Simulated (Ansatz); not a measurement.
Input, command and steps of an Ansatz relaxation.

```yaml
crystal:
  lattice:
    - [3.0158189625, 0.0, 0.0]
    - [0.0, 3.2829658584, 0.0]
    - [0.0, 0.0, 4.713913374]
  atoms:
    - { symbol: Si, position: [0.5, 0.5, 0.8436520584] }
    - { symbol: Si, position: [0.0, 0.0, 0.1563479416] }
    - { symbol: Ni, position: [0.5, 0.5, 0.3432138754] }
    - { symbol: Ni, position: [0.0, 0.0, 0.6567861246] }
basis:
  ecutwfc: 500
kpoints:
  mp_grid: { grid: [14, 12, 10] }
hamiltonian:
  xc: r2scan
scf:
  occupations: { method: gaussian, width: 0.1 }
output:
  forces: true
  stress: true
  eigenvalues: true
  write_density: true
  write_potential: true
  elf: true
  volumetric_format: npy
relax:
  adjacent_minimum: "off"
  f_tol: 0.01
  max_steps: 30
  cell: { stress_tol: 0.1, fix: [volume] }
```

```bash
ansatz run input.yaml --threads 1 --pin off --max-ram 2560MiB --backend cpu --events-out ev --progress --plain --runs-dir out
```

Theory: DFT r2SCAN, scalar-relativistic, plane waves, PAW (Ansatz 0.2.0).

The volume is held at 1.03 times that of the relaxed cell.

Of 5 frames 4 are shown, positions in Å and forces in eV/Å; the SCF threshold varies from step to step. Steps run on the plane waves of an earlier cell, with a Pulay correction in the pressure. The basis is chosen afresh for the last frame, the zero of the energies, and at times for earlier ones too; energy and pressure step there, also at an unchanged geometry. Spin polarisation was left out; whether the Ni atoms would carry moments isn't shown by this run.

```xyz
4
Lattice="3.0158 0.0000 0.0000 0.0000 3.2830 0.0000 0.0000 0.0000 4.7139" Properties=species:S:1:pos:R:3:forces:R:3 pbc="T T T" step=1 free_energy_over_end_meV_per_atom=0.88 pressure_GPa=-5.55
Si    1.5079    1.6415    3.9769    0.0000    0.0000   -0.0595
Si    0.0000    0.0000    0.7370    0.0000    0.0000    0.0595
Ni    1.5079    1.6415    1.6179    0.0000    0.0000   -0.0874
Ni    0.0000    0.0000    3.0960    0.0000    0.0000    0.0874
4
Lattice="3.0251 0.0000 0.0000 0.0000 3.2798 0.0000 0.0000 0.0000 4.7041" Properties=species:S:1:pos:R:3:forces:R:3 pbc="T T T" step=2 free_energy_over_end_meV_per_atom=0.39 pressure_GPa=-5.25
Si    1.5125    1.6399    3.9653    0.0000    0.0000   -0.0124
Si    0.0000    0.0000    0.7387    0.0000    0.0000    0.0124
Ni    1.5125    1.6399    1.6107    0.0000    0.0000   -0.0315
Ni    0.0000    0.0000    3.0934    0.0000    0.0000    0.0315
4
Lattice="3.0433 0.0000 0.0000 0.0000 3.2697 0.0000 0.0000 0.0000 4.6903" Properties=species:S:1:pos:R:3:forces:R:3 pbc="T T T" step=3 free_energy_over_end_meV_per_atom=0.10 pressure_GPa=-4.88
Si    1.5217    1.6349    3.9519    0.0000    0.0000    0.0177
Si    0.0000    0.0000    0.7383    0.0000    0.0000   -0.0177
Ni    1.5217    1.6349    1.6032    0.0000    0.0000    0.0225
Ni    0.0000    0.0000    3.0871    0.0000    0.0000   -0.0225
4
Lattice="3.0629 0.0000 0.0000 0.0000 3.2525 0.0000 0.0000 0.0000 4.6849" Properties=species:S:1:pos:R:3:forces:R:3 pbc="T T T" step=5 free_energy_over_end_meV_per_atom=0.00 pressure_GPa=-4.80
Si    1.5315    1.6262    3.9495    0.0000    0.0000    0.0030
Si    0.0000    0.0000    0.7353    0.0000    0.0000   -0.0030
Ni    1.5315    1.6262    1.6043    0.0000    0.0000   -0.0025
Ni    0.0000    0.0000    3.0806    0.0000    0.0000    0.0025
```

Time: 5.5 min on 1 thread of Arm Neoverse V1 (shared host), peak memory 0.75 GiB.